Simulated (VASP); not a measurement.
Set up this calculation in VASP 6.6.1, as the native input.

| Item | Value |
| --- | --- |
| Task | single point |
| Functional | PBE |
| Potentials or basis | VASP PAW PBE potentials, release 64 (Te, Mo_sv) |
| Cutoff | 520 eV |
| k mesh | 9 × 9 × 2 |
| Occupations | gaussian, width 0.015 eV |
| Spin | no spin polarisation |
| Further INCAR settings | ALGO = Fast; EDIFF = 1e-06 |

The structure of Te2Mo lies in POSCAR:

```
Te2Mo
1.0
    3.5182000000      0.0000000000      0.0000000000
   -1.7591000000      3.0468505756      0.0000000000
    0.0000000000      0.0000000000     13.9736000000
Te Mo
4 2
Direct
    0.6666666667      0.3333333333      0.3790000000
    0.3333333333      0.6666666667      0.8790000000
    0.6666666667      0.3333333333      0.1210000000
    0.3333333333      0.6666666667      0.6210000000
    0.6666666667      0.3333333333      0.7500000000
    0.3333333333      0.6666666667      0.2500000000
```

One way to write it, as run:

INCAR

```
SYSTEM = Te2Mo
ALGO = Fast
EDIFF = 1E-6
ENCUT = 520
GGA = PE
ISIF = 2
ISMEAR = 0
LASPH = .True.
LCHARG = .True.
LELF = .True.
LREAL = .False.
LVHAR = .True.
LWAVE = .False.
NELM = 100
PREC = Accurate
SIGMA = 0.015
```

KPOINTS

```
k-points
0
Gamma
  9 9 2
  0 0 0
```

Potentials or basis: VASP PAW PBE potentials, release 64 (Te, Mo_sv).

Command:

```bash
$ cat potpaw_PBE.64/Te/POTCAR potpaw_PBE.64/Mo_sv/POTCAR > POTCAR
$ mpirun -np 1 vasp_std > vasp.out
```

Results of the run:

```json
{
  "Pressure": "2.9 GPa",
  "Largest force": "0.189 eV/Å",
  "Band gap on the k mesh": "0.78 eV, indirect (least direct gap 1.04 eV)"
}
```

Caveat: spin-orbit coupling is left out, which moves the levels of the heavy elements; an odd mesh through Γ misses points on the zone boundary, where band edges often lie; this functional lacks dispersion, which binds the layers, so the pressure and a relaxed spacing across them are unreliable.

It took 2 min on 1 thread of Intel(R) Xeon(R) Platinum 8488C (Sapphire Rapids), on a shared host, peak memory 0.32 GiB.
